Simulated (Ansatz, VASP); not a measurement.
## Cu: VASP beside Ansatz

Contents of INCAR:

```
SYSTEM = Cu
  PREC = Accurate
  ENCUT = 520
  EDIFF = 1E-7
  ISMEAR = 0
  SIGMA = 0.15
  LREAL = .FALSE.
  LASPH = .TRUE.
  NELM = 60
  ALGO = Fast
  ISIF = 2
  LWAVE = .FALSE.
  LCHARG = .TRUE.
  GGA = PS
  LELF = .TRUE.
  LVHAR = .TRUE.
  NBANDS = 18
```

KPOINTS

```
Automatic mesh
0
G
  24 24 12
  0 0 0
```

File POSCAR:

```
Cu
1.0
    2.5340966698      0.0000000000      0.0000000000
   -1.2670483349      2.1945920917      0.0000000000
    0.0000000000      0.0000000000      4.1742595650
Cu
2
Direct
    0.3333333333      0.6666666667      0.2500000000
    0.6666666667      0.3333333333      0.7500000000
```

Input for Ansatz:

```yaml
crystal:
  lattice:
    - [2.5340966698, 0.0, 0.0]
    - [-1.2670483349, 2.1945920917, 0.0]
    - [0.0, 0.0, 4.174259565]
  atoms:
    - { symbol: Cu, position: [0.3333333333, 0.6666666667, 0.25] }
    - { symbol: Cu, position: [0.6666666667, 0.3333333333, 0.75] }
basis:
  ecutwfc: 420
kpoints:
  mp_grid: { grid: [24, 24, 12] }
hamiltonian:
  xc: pbesol
scf:
  occupations: { method: gaussian, width: 0.15 }
output:
  forces: true
  stress: true
  eigenvalues: true
```

Change from the starting cell: strain +0.0150 x Voigt [0, 0, 1, 0, 0, 0], atoms carried along.

Alike in both runs: task single point; functional PBEsol; k mesh 24 × 24 × 12; occupations gaussian, width 0.15 eV; no spin polarisation.

```csv
,VASP,Ansatz
version,VASP 6.6.1,Ansatz 0.2.0
potentials or method,"VASP PAW PBE potentials, release 64 (Cu)","scalar-relativistic, plane waves, PAW"
plane-wave cutoff (eV),520,420
valence electrons in the cell,22,38
```

|  | VASP | Ansatz | Ansatz less VASP |
| --- | --- | --- | --- |
| gap on the k mesh at the Fermi level (eV) | none | none | - |
| pressure (GPa) | -3.1 | -3.9 | -0.73 |
| largest component of the traceless stress (GPa) | 0.57 | 0.56 | -0.006 |

A gap of «none» marks a metal or a gap that the smearing closes. The two sets of potentials don't hold the same shells in valence.

Caveats: the PAW data sets were made with another functional, which shifts forces and pressure a little (VASP).
